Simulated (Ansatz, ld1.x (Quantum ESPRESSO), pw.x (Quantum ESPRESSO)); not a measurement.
**Fe: one change to the TM potential, in the atom and in the sc crystal**

ld1.x (Quantum ESPRESSO) 7.5 input, shortened:

```
&input
   title='Fe', zed=26., rel=1, dft='PBE', iswitch=3,
   config='[Ar] 3d6 4s2 4p0'
 /
 &inputp
   pseudotype=2, tm=.true., lloc=-1, rcloc=2.00,
   nlcc=.false.
 /
3
4S  1  0   2.00   0.00  2.05  2.05  0.0
4P  2  1   0.00   0.00  2.70  2.70  0.0
3D  3  2   6.00   0.00  1.70  1.70  0.0
 &test
   configts(1)='3d6 4s2 4p0'
 /
```

Change: wave 3d (bound): rc 1.70 bohr becomes 3d (bound): rc 1.98 bohr.

Cutoffs, loose and tight: the cutoffs (Ry, on a coarse ladder) from which the occupation-weighted sum of valence levels, in a spherical-Bessel basis at the reference potential, stays within 10 and 1 mRy of its value at 400 Ry. They do not see the model core or the augmentation charge, which bear on the density cutoff. Test errors are all-electron minus pseudo excitation energies from the reference, over the configurations 3d6 4s1 4p0; 3d6 4s0 4p0; 3d5 4s0 4p0; 3d6 4s1 4p1; 3d6.5 4s1.5 4p0; 3d7 4s0 4p0; 3d6 4s1.5 4p0; variants that change the core or the reference have their own tests.

Crystal test: sc Fe in pw.x 7.5, no spin, 14³ k-points, Fermi–Dirac smearing 0.01 Ry, cutoffs set for each file from its atomic test. The reference is all-electron LAPW (Ansatz 0.2.0) with the same functional, mesh and smearing; V0 and B0 come from Birch–Murnaghan fits to the pressures at five volumes. Errors are pseudo minus all-electron; Δ is the rms difference of the E(V) curves that follow from these fits, minima aligned, over ±6 % about the mean V0. Mesh and smearing are coarse, so the numbers serve the comparison and aren't converged zero-temperature values; the lattice is a test structure that the element need not adopt. Spin polarisation and strong correlation are left out, which matters for this element.

All-electron: a0 = 2.272 Å (V0 = 11.72 Å³/atom), B0 = 202.5 GPa.

**Question.** Does the change bring the crystal closer to the all-electron result?

**Answer.** The mean pressure error goes from +1.57 to +2.57 GPa, so the change moves the solid further from the all-electron pressures.

| quantity | base | changed |
| --- | --- | --- |
| outcome (atom) | generated | generated |
| cutoff, loose (atom) | 90 Ry | 70 Ry |
| cutoff, tight (atom) | 140 Ry | 120 Ry |
| bound ghosts (atom) | none | none |
| largest test error (meV) (atom) | -140 | +129 |
| cutoffs in pw.x (Ry) | 170/680 | 145/580 |
| a0 (Å) | 2.277 | 2.281 |
| a0 error (%) | +0.25 | +0.41 |
| B0 error (%) | -0.4 | -1.4 |
| Δ (meV/atom) | 3.9 | 6.4 |
| mean pressure error (GPa) | +1.57 | +2.57 |

Base: The largest radius (2.70 bohr) exceeds half the bond length (2.14 bohr), so the spheres overlap, which is one possible source of error among others. Changed file: The largest radius (2.70 bohr) exceeds half the bond length (2.14 bohr), so the spheres overlap, which is one possible source of error among others. The atomic cutoffs weigh occupied waves only.
